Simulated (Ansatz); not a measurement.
Crystal: NaF (Villiaumite).

```
Na F
1.0
     0.00000    2.32000    2.32000
     2.32000    0.00000    2.32000
     2.32000    2.32000    0.00000
Na F
1 1
Direct
  0.00000 0.00000 0.00000
  0.50000 0.50000 0.50000
```

Base run:

```yaml
Program: Ansatz 0.2.0
Functional: PBE0
Potentials_or_basis: Ansatz PAW
Cutoff: 420 eV
Density_cutoff: 1680 eV
k_mesh: 8 × 8 × 8
Occupations: fermi-dirac, width 0.05 eV
Spin: no spin polarisation
```

Its results: band gap on the k mesh 9.23 eV, direct.

The run is repeated on the same cell with these changes: functional from PBE0 to HSE06. What comes out?

Band gap on the k mesh 8.46 eV, direct.

Not every run made on this cell is shown here.
